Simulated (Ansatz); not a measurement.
**A run on ZnS**

```yaml
crystal:
  lattice:
    - [3.8083171437, 0.0, 0.0]
    - [-1.9041585718, 3.2980993921, 0.0]
    - [0.0, 0.0, 43.6251415]
  atoms:
    - { symbol: Zn, position: [0.0, 0.0, 0.14289912] }
    - { symbol: Zn, position: [0.6666666667, 0.3333333333, 0.07148045] }
    - { symbol: Zn, position: [0.0, 0.0, 0.57141545] }
    - { symbol: Zn, position: [0.3333333333, 0.6666666667, 0.2143217] }
    - { symbol: Zn, position: [0.3333333333, 0.6666666667, 0.78573326] }
    - { symbol: Zn, position: [0.6666666667, 0.3333333333, 0.64289906] }
    - { symbol: Zn, position: [0.6666666667, 0.3333333333, 0.42866609] }
    - { symbol: Zn, position: [0.0, 0.0, 0.85720139] }
    - { symbol: Zn, position: [0.6666666667, 0.3333333333, 0.9286019] }
    - { symbol: Zn, position: [0.0, 0.0, 0.71435637] }
    - { symbol: Zn, position: [0.6666666667, 0.3333333333, 0.28570942] }
    - { symbol: Zn, position: [0.0, 0.0, 0.35718281] }
    - { symbol: Zn, position: [0.3333333333, 0.6666666667, 2.566e-05] }
    - { symbol: Zn, position: [0.3333333333, 0.6666666667, 0.50002803] }
    - { symbol: S, position: [0.3333333333, 0.6666666667, 0.55352393] }
    - { symbol: S, position: [0.6666666667, 0.3333333333, 0.48213161] }
    - { symbol: S, position: [0.0, 0.0, 0.19640063] }
    - { symbol: S, position: [0.6666666667, 0.3333333333, 0.33918921] }
    - { symbol: S, position: [0.0, 0.0, 0.91068853] }
    - { symbol: S, position: [0.3333333333, 0.6666666667, 0.83929599] }
    - { symbol: S, position: [0.0, 0.0, 0.76778297] }
    - { symbol: S, position: [0.3333333333, 0.6666666667, 0.26781977] }
    - { symbol: S, position: [0.6666666667, 0.3333333333, 0.69645197] }
    - { symbol: S, position: [0.0, 0.0, 0.41073995] }
    - { symbol: S, position: [0.3333333333, 0.6666666667, 0.05358467] }
    - { symbol: S, position: [0.0, 0.0, 0.62489799] }
    - { symbol: S, position: [0.6666666667, 0.3333333333, 0.98206255] }
    - { symbol: S, position: [0.6666666667, 0.3333333333, 0.1249665] }
kpoints:
  mp_grid: { grid: [8, 8, 1] }
scf:
  occupations: { method: fermi_dirac, width: 0.02 }
hamiltonian:
  xc: pbe
  pseudopotentials: { kind: nc }
output:
  forces: true
  stress: true
  populations: true
  efg:
    quadrupole_moments_barn: { Zn: 0.122, S: -0.0694 }
    contact_densities: true
```

```sh
ansatz run input.yaml --threads 1 --pin off --max-ram 2560MiB --backend cpu --events-out ev --progress --plain --runs-dir out
```

Problem. Does this calculation finish, and if not, why?

Solution. The program refused the input. The program says:

```
Error: output.efg without hamiltonian.pseudopotentials.kind: paw|paw_fr|all_electron or hamiltonian.pseudopotentials.kind: all_electron — the all-electron EFG reconstruction needs the PAW one-centre densities; drop the efg request, or set kind: paw (paw_fr under spin-orbit coupling) (under a functional that reads the kinetic-energy density, kind: paw is refused in some combinations and carries risks of its own in the rest: see hamiltonian.xc for the refusals and hamiltonian.pseudopotentials.kind for the risks, both in the input reference; kind: paw is refused beside gw.static_remainder)
```

Against a sound input the change was `hamiltonian.pseudopotentials`: {kind: paw} → {kind: nc}.

With the sound settings the run converges and gives V_zz (10²¹ V/m²) Zn2 0.055 (η 0.00), Zn3 0.017 (η 0.00), Zn5 -0.087 (η 0.00), Zn6 -0.11 (η 0.00), Zn7 0.031 (η 0.00), Zn8 0.049 (η 0.00), among others; a site carries the number of its first atom in the input.
